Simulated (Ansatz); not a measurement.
# SnTe (Fm-3m) in Ansatz: convergence with k mesh

Aim: find how far k mesh must go before the results for SnTe settle, at PBE. This setting moves, with any that are tied to it; all else stays.

All numbers are computed with Ansatz 0.2.0; they aren't measurements. Logs are shortened: lines on timing, memory, paths and dates and some standing lists are left out, and cuts for length are marked.

## Step 1: The structure

Symmetry: Fm-3m, No. 225, cubic system. The conventional cell has a = 6.302 Å, b = 6.302 Å, c = 6.302 Å, α = 90.00°, β = 90.00°, γ = 90.00°. Te (site symmetry m-3m) is surrounded by 6 Sn at 3.15 Å. Around Sn (site symmetry m-3m) lie 6 Te at 3.15 Å.

## Step 2: With k mesh 2 × 2 × 2

The input, input.yaml:

```yaml
crystal:
  lattice:
    - [0.0, 3.15085, 3.15085]
    - [3.15085, 0.0, 3.15085]
    - [3.15085, 3.15085, 0.0]
  atoms:
    - { symbol: Te, position: [0.5, 0.5, 0.5] }
    - { symbol: Sn, position: [0.0, 0.0, 0.0] }
hamiltonian:
  xc: pbe
  pseudopotentials: { kind: nc, accuracy: standard }
kpoints:
  mp_grid: { grid: [2, 2, 2] }
scf:
  occupations: { method: fermi_dirac, width: 0.1 }
output:
  forces: true
  stress: true
  eigenvalues: true
```

Potentials or basis: PseudoDojo standard (PBE files).

The run is started by

```sh
$ ansatz run input.yaml --threads 2 --pin off --max-ram 5632MiB --backend cpu --events-out ev --progress --plain --runs-dir out
```

Output:

```text
Warning: RAYON_NUM_THREADS=2 ignored (pool sized by the plan → 2); use --threads N
Engine: ansatz 0.2.0, x86_64-unknown-linux-gnu
Pseudopotentials: kind: nc
Pseudopotential: Te, nc, valence charge 16, recommended cutoff 1120 eV (normal), Te.nc.azcp (PseudoDojo's, or run here from an input of PseudoDojo's; its table is named by hamiltonian.pseudopotentials.accuracy)
Pseudopotential: Sn, nc, valence charge 14, recommended cutoff 979.609905 eV (normal), Sn.nc.azcp (PseudoDojo's, or run here from an input of PseudoDojo's; its table is named by hamiltonian.pseudopotentials.accuracy)
Functional definition: PBE
  parameter kappa = 0.804
  parameter beta = 0.06672455060314922
  exchange = pbe_x(kappa = kappa, mu = beta*pi^2/3)
  correlation = pbe_c(beta = beta)
Crystal: 2 atoms, lattice volume = 62.562 Å³
Basis set: ecut = 1120 eV, 5209 PW (Γ), exchange–correlation on 100×100×100 points (8 copies of the dense FFT grid, shifted against one another)
Bands: 19, of which v1, the nominal top of the filled ones, is band 15 counted from 1 (14 counted from 0)
Symmetry: 48 space group operations
Space group: Fm-3m (ITA 225), of the structure as read, at distance tolerance 4.0e-5 Å
k-points: 3 of 8
Non-local potential: Te, projectors of the file, l = 0: 3, l = 1: 2, l = 2: 2, l = 3: 2
Non-local potential: Sn, projectors of the file, l = 0: 2, l = 1: 2, l = 2: 2, l = 3: 2
Initial density: superposition of atomic densities (chi_scale 0.1, normalization cell, long waves kept (reshape's long-wave potential 0.00 eV rms))
Initial wavefunctions: pseudopotential atomic-orbital guess
Functional: x = pbe(κ = 0.804, μ = 0.2195149727645171), c = pbe(β = 0.06672455060314922)
SCF iter   1: F=—  HF=-4995.474267 eV  |F-HF|=—  |Δ(HF+E_count)|=         —  Δρ=1.78e-2  dr2=3.50e-1  ethr=3.10e-3  ⟨swp⟩=5.3  Hψ=272  notcnv=0
preconditioner: auto → Kerker (q_TF=auto, 2.414 Å⁻¹)  [metal: Δε(μ)=0.086 eV  Ē_g=8.535 eV  σ=0.100 eV  W_gap=0.21  n_scr=14 (ndim 8)  ℏωp=14.8 eV  f_vac=0.000  D(μ)=5.20/eV (n_scr^D=58)]
SCF iter   2: F=—  HF=-4995.412053 eV  |F-HF|=—  |Δ(HF+E_count)|=   6.22e-2  Δρ=1.08e-2  dr2=1.35e-1  ethr=1.17e-3  ⟨swp⟩=1.3  Hψ=84  notcnv=0
SCF iter   3: F=—  HF=-4995.380491 eV  |F-HF|=—  |Δ(HF+E_count)|=   3.16e-2  Δρ=2.14e-3  dr2=2.23e-3  ethr=4.49e-4  ⟨swp⟩=2.3  Hψ=83  notcnv=0
SCF iter   4: F=—  HF=-4995.381939 eV  |F-HF|=—  |Δ(HF+E_count)|=   1.45e-3  Δρ=5.91e-4  dr2=2.98e-4  ethr=7.43e-6  ⟨swp⟩=2.7  Hψ=109  notcnv=0
SCF iter   5: F=—  HF=-4995.382135 eV  |F-HF|=—  |Δ(HF+E_count)|=   1.95e-4  Δρ=2.64e-4  dr2=5.51e-5  ethr=9.94e-7  ⟨swp⟩=2.0  Hψ=73  notcnv=0
SCF iter   6: F=—  HF=-4995.382078 eV  |F-HF|=—  |Δ(HF+E_count)|=   5.62e-5  Δρ=7.19e-5  dr2=4.83e-6  ethr=1.84e-7  ⟨swp⟩=2.0  Hψ=68  notcnv=0
SCF iter   7: F=-4995.382082 eV  HF=-4995.382082 eV  |F-HF|=3.00e-8  |Δ(HF+E_count)|=   3.36e-6  Δρ=1.09e-5  dr2=4.86e-8  ethr=3.33e-10  ⟨swp⟩=5.0  Hψ=280  notcnv=0
SCF 1 converged in 7 iterations: F = -4995.382082 eV  dr2 = 4.86e-8
SCF converged after 7 iterations
Free energy (F): -4995.382082 eV
Harris-Foulkes:  -4995.382082 eV  (|F-HF|=3.00e-8)
Internal energy: -4995.202089 eV  (E = F + TS)
E sigma→0 (E₀):  -4995.292085 eV
Entropy (-TS):   -0.179993 eV (-89.996 meV/atom)
Fermi energy:    9.981409 eV
--- Per-component energies (eV) ---
  E_band       = -342.310543
  E_kinetic    = 2830.457666
  E_local      = -2970.913287  (includes V_loc(G=0)·N_el)
  E_nonlocal   = -1870.188068
  E_hartree    = 1210.163543
  E_xc         = -1269.231419
  E_vxc        = -751.983603  (∫ρ·V_xc dr)
  E_ewald      = -2925.490525
  E_smearing   = -0.179993  (= −TS)
  E_closure    = 0.000000  (closes the sum)
  Σ components = -4995.382082   (vs F -4995.382082, Δ=0.00e0)
--- Forces (eV/Å), atoms counted from 1 ---
  atom   1  Te    -0.00000000    -0.00000000     0.00000000
  atom   2  Sn    -0.00000000     0.00000000     0.00000000
  max |Σ_I F_I| component: 1.76e-23 eV/Å
--- Stress (GPa, compression-positive) ---
        6.398089       0.000000      -0.000000
        0.000000       6.398089       0.000000
        0.000000       0.000000       6.398089
  P = ⅓ Tr σ = 6.3981 GPa (63.981 kbar)
--- Band table (eV) ---
  k-point 0: bands = ["-26.6871", "-26.6871", "-26.6855", "-26.6855", "-26.6855", "-12.3378", "-12.3378", "-12.3378", "-12.3373", "-12.3373", "-2.7132", "5.2256", "7.9322", "7.9322", "7.9322", "13.2428", "13.2428", "13.2428", "14.7551"]
  k-point 1: bands = ["-26.6870", "-26.6870", "-26.6852", "-26.6847", "-26.6847", "-12.3437", "-12.3437", "-12.3364", "-12.3306", "-12.3306", "-1.3394", "1.5209", "8.3268", "8.3268", "9.9440", "10.0955", "10.2221", "10.2221", "17.7800"]
  k-point 2: bands = ["-26.6875", "-26.6865", "-26.6859", "-26.6842", "-26.6842", "-12.3538", "-12.3414", "-12.3329", "-12.3276", "-12.3276", "-1.0427", "3.3349", "4.4304", "6.2903", "6.2903", "12.1474", "14.8684", "14.8684", "16.3935"]
```

Run time: 0.75 s. Hardware: 2 threads of Intel Xeon 6975P-C (Granite Rapids), shared host; peak memory 0.4 GiB.

What came out:

```
Free energy : -4995.3821 eV
Pressure    : 6.4 GPa
```

## Step 3: With k mesh 3 × 3 × 3

Edit input.yaml of step 2 so:

```diff
@@ -12,3 +12,3 @@
 kpoints:
-  mp_grid: { grid: [2, 2, 2] }
+  mp_grid: { grid: [3, 3, 3] }
 scf:
```

Potentials or basis: PseudoDojo standard (PBE files).

The run is started by

```sh
$ ansatz run input.yaml --threads 2 --pin off --max-ram 5632MiB --backend cpu --events-out ev --progress --plain --runs-dir out
```

Wall time 0.49 s (2 threads of Intel Xeon 6975P-C (Granite Rapids), shared host); peak memory 0.38 GiB.

What came out:

```
Free energy : -4997.2795 eV
Pressure    : 2.2 GPa
```

## Step 4: With k mesh 4 × 4 × 4

Edit input.yaml of step 3 so:

```diff
@@ -12,3 +12,3 @@
 kpoints:
-  mp_grid: { grid: [3, 3, 3] }
+  mp_grid: { grid: [4, 4, 4] }
 scf:
```

The run is started by

```sh
$ ansatz run input.yaml --threads 2 --pin off --max-ram 5632MiB --backend cpu --events-out ev --progress --plain --runs-dir out
```

It took 0.79 s on 2 threads of Intel Xeon 6975P-C (Granite Rapids), shared host; peak memory 0.45 GiB.

Results:

* Free energy: -4997.2013 eV
* Pressure: 1.8 GPa

## Step 5: With k mesh 5 × 5 × 5

Edit input.yaml of step 4 so:

```diff
@@ -12,3 +12,3 @@
 kpoints:
-  mp_grid: { grid: [4, 4, 4] }
+  mp_grid: { grid: [5, 5, 5] }
 scf:
```

The run is started by

```sh
$ ansatz run input.yaml --threads 2 --pin off --max-ram 5632MiB --backend cpu --events-out ev --progress --plain --runs-dir out
```

It took 1 s on 2 threads of Intel Xeon 6975P-C (Granite Rapids), shared host; peak memory 0.44 GiB.

What came out:

```
Free energy : -4997.1944 eV
Pressure    : 2.2 GPa
```

## Step 6: With k mesh 7 × 7 × 7

Edit input.yaml of step 5 so:

```diff
@@ -12,3 +12,3 @@
 kpoints:
-  mp_grid: { grid: [5, 5, 5] }
+  mp_grid: { grid: [7, 7, 7] }
 scf:
```

Potentials or basis: PseudoDojo standard (PBE files).

The run is started by

```sh
$ ansatz run input.yaml --threads 2 --pin off --max-ram 5632MiB --backend cpu --events-out ev --progress --plain --runs-dir out
```

It took 1.3 s on 2 threads of Intel Xeon 6975P-C (Granite Rapids), shared host; peak memory 0.44 GiB.

It converged, with:

```yaml
Free_energy: -4997.1941 eV
Pressure: 2.2 GPa
```

## Step 7: With k mesh 8 × 8 × 8

Edit input.yaml of step 6 so:

```diff
@@ -12,3 +12,3 @@
 kpoints:
-  mp_grid: { grid: [7, 7, 7] }
+  mp_grid: { grid: [8, 8, 8] }
 scf:
```

The run is started by

```sh
$ ansatz run input.yaml --threads 2 --pin off --max-ram 5632MiB --backend cpu --events-out ev --progress --plain --runs-dir out
```

Run time: 2.1 s. Hardware: 2 threads of Intel Xeon 6975P-C (Granite Rapids), shared host; peak memory 0.48 GiB.

Results (log left out):

```
Free energy : -4997.1893 eV
Pressure    : 2.2 GPa
```

## Step 8: With k mesh 10 × 10 × 10

Edit input.yaml of step 7 so:

```diff
@@ -12,3 +12,3 @@
 kpoints:
-  mp_grid: { grid: [8, 8, 8] }
+  mp_grid: { grid: [10, 10, 10] }
 scf:
```

The run is started by

```sh
$ ansatz run input.yaml --threads 2 --pin off --max-ram 5632MiB --backend cpu --events-out ev --progress --plain --runs-dir out
```

Wall time 3.7 s (2 threads of Intel Xeon 6975P-C (Granite Rapids), shared host); peak memory 0.53 GiB.

Results (log left out):

```
Free energy : -4997.1901 eV
Pressure    : 2.2 GPa
```

## Step 9: With k mesh 12 × 12 × 12

Edit input.yaml of step 8 so:

```diff
@@ -12,3 +12,3 @@
 kpoints:
-  mp_grid: { grid: [10, 10, 10] }
+  mp_grid: { grid: [12, 12, 12] }
 scf:
```

Potentials or basis: PseudoDojo standard (PBE files).

The run is started by

```sh
$ ansatz run input.yaml --threads 2 --pin off --max-ram 5632MiB --backend cpu --events-out ev --progress --plain --runs-dir out
```

It took 5.9 s on 2 threads of Intel Xeon 6975P-C (Granite Rapids), shared host; peak memory 0.58 GiB.

The run converged. Its results:

| Item | Value |
| --- | --- |
| Free energy | -4997.1902 eV |
| Pressure | 2.2 GPa |
| Band gap on the k mesh | none (metal or under the smearing width) |

## Step 10: Result

| k mesh | energy less the tightest run, at zero smearing (meV/atom) | pressure (GPa) | SCF cycles | CPU time (s) | peak memory (GiB) |
| --- | --- | --- | --- | --- | --- |
| 2 × 2 × 2 | 948.03 | 6.40 | 7 | 1.2 | 0.4 |
| 3 × 3 × 3 | -45.50 | 2.20 | 6 | 0.84 | 0.38 |
| 4 × 4 × 4 | -1.47 | 1.79 | 7 | 1.4 | 0.45 |
| 5 × 5 × 5 | -1.92 | 2.16 | 6 | 1.8 | 0.44 |
| 7 × 7 × 7 | -2.00 | 2.16 | 6 | 2.4 | 0.44 |
| 8 × 8 × 8 | 0.83 | 2.25 | 7 | 3.9 | 0.48 |
| 10 × 10 × 10 | 0.19 | 2.23 | 7 | 6.9 | 0.53 |
| 12 × 12 × 12 | 0.00 | 2.23 | 7 | 11 | 0.58 |

Against the tightest run, the energy stays within 1 meV/atom from 8 × 8 × 8 on; the pressure stays within 0.1 GPa from 5 × 5 × 5 on. Meshes of other sizes hit other points, so gaps and Fermi surfaces needn't settle smoothly. The tightest run that finished is the yardstick and may itself not be fully converged.
